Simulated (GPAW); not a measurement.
Runs of GPAW 26.7.0 on BP. It takes space group F-43m (No. 216, cubic). The conventional cell has a = 4.538 Å, b = 4.538 Å, c = 4.538 Å, α = 90.00°, β = 90.00°, γ = 90.00°. P (site symmetry -43m) is surrounded by 4 B at 1.97 Å. B (site symmetry -43m) is surrounded by 4 P at 1.97 Å. 

```tsv
task	level	potentials or basis	k mesh	cutoff (eV)	ranks	maxiter	band path	band points	mesh quality	gap on the mesh (eV)	pressure (GPa)	V0 of scaled cells (Å³/atom)	B0 (GPa)
equation of state	HSE06	GPAW PAW data sets (gpaw-data 1.2.1), pw	4 × 4 × 4	600	4	60	-	-	coarse	-	-	11.70	172
band structure	WC	PAW data sets generated in the run's folder for this functional, pw	10 × 10 × 10	800	-	150	GXWKGLUWLK,UX	80	not flagged	(c)	-1.6	-	-
band structure	SCAN	GPAW PAW data sets (gpaw-data 1.2.1), pw	10 × 10 × 10	800	-	150	GXWKGLUWLK,UX	100	not flagged	1.53	-1.2	-	-
single point	YS-PBE0	GPAW PAW data sets (gpaw-data 1.2.1), pw	5 × 5 × 5	600	-	60	-	-	coarse	2.32	-	-	-
band structure	GLLB-SC	the program's PAW data sets (release 1.2.1) made for this functional, pw	10 × 10 × 10	800	-	150	GXWKGLUWLK,UX	100	not flagged	1.84	-	-	-
equation of state	revPBE+D3	the program's PAW data sets (release 1.2.1) made for this functional, pw	10 × 10 × 10	800	-	150	-	-	not flagged	-	-	(a)	164
band structure	vdW-DF	GPAW PAW data sets (gpaw-data 1.2.1), pw	10 × 10 × 10	800	-	150	GXWKGLUWLK,UX	80	not flagged	(d)	-	-	-
equation of state	RPBE+D4	the program's PAW data sets (release 1.2.1) made for this functional, pw	10 × 10 × 10	800	-	150	-	-	not flagged	-	-	11.14	(b)
```

Alike in all rows: no spin polarisation; cell as given; smearing fermi-dirac 0.05 eV.

Q: Fill in the values left out.

A: (a) 11.65; (b) 179; (c) 1.16; (d) 1.48.

Caveats: some runs use coarse meshes; the PAW data sets were made with another functional, which shifts forces and pressure a little (some runs); exact exchange converges slowly with the k mesh, and this mesh is small (some runs); an odd mesh through Γ misses points on the zone boundary, where band edges often lie (some runs); the GLLB-SC gap is the Kohn-Sham gap of the path plus the derivative discontinuity (some runs); a model potential gives levels but no total energy (some runs).
